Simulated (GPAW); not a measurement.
**Cu2O (Cuprite): band structure with revPBE**

**The experiment to reproduce.**

“Importance of surface oxygen vacancies for ultrafast hot carrier relaxation and transport in Cu2O”, 2021, arxiv:2103.03167 quotes, for a bulk crystal of Cu2O: band gap 2.17 eV (direct).

Crystal: Cu2O (Cuprite).

```
CELL_PARAMETERS angstrom
4.26000 0.00000 0.00000
0.00000 4.26000 0.00000
0.00000 0.00000 4.26000
ATOMIC_POSITIONS crystal
Cu 0.75000 0.25000 0.75000
Cu 0.75000 0.75000 0.25000
Cu 0.25000 0.75000 0.75000
Cu 0.25000 0.25000 0.25000
O 0.50000 0.50000 0.50000
O 0.00000 0.00000 0.00000
```

- Program: GPAW 26.7.0
- Task: band structure
- Functional: revPBE
- Potentials or basis: the program's PAW data sets (release 1.2.1) made for this functional
- Cutoff: 800 eV
- Basis: pw
- k mesh: 6 × 6 × 6
- Occupations: fermi-dirac, width 0.05 eV
- Spin: no spin polarisation
- Maxiter: 150
- Band path: GXMGRX,MR
- Band points: 100

```yaml
Pressure: 8.9 GPa
Band_gap_on_the_k_mesh: 0.55 eV, direct
Band_gap_along_the_path: 0.55 eV, direct
```

Levels at the corners of the path, in eV from the valence-band top:
```
point  band 24  band 25  band 26  band 27  band 28  band 29  band 30  band 31  band 32  band 33
    Γ    -1.58    -1.58     0.00     0.00     0.00     0.55     1.24     1.24     7.98     7.98
    X    -1.70    -1.21    -1.21    -0.39    -0.39     2.27     2.27     4.24     4.24     7.46
    M    -1.49    -1.22    -1.22    -0.66    -0.66     1.93     1.93     3.87     3.87     6.85
    Γ    -1.58    -1.58     0.00     0.00     0.00     0.55     1.24     1.24     7.98     7.98
    R    -1.64    -0.98    -0.57    -0.57    -0.57     2.46     2.46     2.46     4.92     4.92
    X    -1.70    -1.21    -1.21    -0.39    -0.39     2.27     2.27     4.24     4.24     7.46
    M    -1.49    -1.22    -1.22    -0.66    -0.66     1.93     1.93     3.87     3.87     6.85
    R    -1.64    -0.98    -0.57    -0.57    -0.57     2.46     2.46     2.46     4.92     4.92
```

It took 6.8 min on 1 thread of Arm Neoverse V1 (shared host), peak memory 0.87 GiB.

Measured gap of Cu2O: 2.17 eV (direct; quoted in “Importance of surface oxygen vacancies for ultrafast hot carrier relaxation and transport in Cu2O”, 2021, arxiv:2103.03167). This calculation gives 0.55 eV (-1.62 eV). So large a miss can be the level of theory's own, or it may mean another phase, state or a wrong row. The value is that of revPBE, without temperature or zero-point motion. Semilocal functionals fall short of measured gaps as a rule.

Caveat: with this Cu data set, volumes or pressures lay over 1.5 % or 2 GPa off other programs in two to four cells of ten.
